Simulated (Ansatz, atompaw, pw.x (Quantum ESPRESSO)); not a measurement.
**molybdenum (Mo): one change to the PAW (atompaw) potential, in the atom and in the fcc crystal**

Mo (Z = 42), PAW, made with atompaw 4.2.0.5 (PBEsol, scalar-relativistic). Core [Ar] 3d10, reference 4s2 4p6 4d5 5s1 5p0. Waves: 4s (bound): rc 1.55 bohr; 5s (bound): rc 2.40 bohr; 4p (bound): rc 1.65 bohr; 5p (bound, empty): rc 2.40 bohr; 4d (bound): rc 2.40 bohr; 4d channel at 3.1 Ry: rc 2.40 bohr. Local part: troulliermartins scheme with l = 3 at 0 Ry, radius 2.30 bohr. Core correction: smooth core density matched at 1.50 bohr. Augmentation charge: sinc compensation charge, radius 2.20 bohr; PAW radius 2.40 bohr; waves and projectors: custom rrkj gramschmidtortho.

Change: wave 4d channel at 3.1 Ry: rc 2.40 bohr becomes 4d channel at -0.14 Ry: rc 2.40 bohr.

Cutoffs, loose and tight: the cutoffs (Ry, on a coarse ladder) from which the occupation-weighted sum of valence levels, in a spherical-Bessel basis at the reference potential, stays within 10 and 1 mRy of its value at 400 Ry. They see the waves, projectors and local potential, not the compensation charge or the core.

Crystal test: fcc Mo in pw.x 7.5, no spin, 14³ k-points, Fermi–Dirac smearing 0.01 Ry, cutoffs set for each file from its atomic test. The reference is all-electron LAPW (Ansatz 0.2.0) with the same functional, mesh and smearing; V0 and B0 come from Birch–Murnaghan fits to the pressures at five volumes. Errors are pseudo minus all-electron; Δ is the rms difference of the E(V) curves that follow from these fits, minima aligned, over ±6 % about the mean V0. Mesh and smearing are coarse, so the numbers serve the comparison and aren't converged zero-temperature values; the lattice is a test structure that the element need not adopt.

All-electron: a0 = 3.963 Å (V0 = 15.56 Å³/atom), B0 = 253.7 GPa.

Question: Does the change bring the crystal closer to the all-electron result?

Answer: The mean pressure error goes from -0.23 to +0.46 GPa, so the change moves the solid further from the all-electron pressures. At 80 % of its cutoff the pressure of the base moves by -0.73 GPa. At 80 % of its cutoff the pressure of the changed file moves by -0.74 GPa.

| quantity | base | changed |
| --- | --- | --- |
| outcome (atom) | generated | generated |
| cutoff, loose (atom) | 30 Ry | 30 Ry |
| cutoff, tight (atom) | 50 Ry | 50 Ry |
| bound ghosts (atom) | none | none |
| cutoffs in pw.x (Ry) | 60/600 | 60/600 |
| a0 (Å) | 3.962 | 3.965 |
| a0 error (%) | -0.03 | +0.06 |
| B0 error (%) | +0.9 | +0.4 |
| Δ (meV/atom) | 0.8 | 1.6 |
| mean pressure error (GPa) | -0.23 | +0.46 |

 The atomic cutoffs weigh occupied waves only.
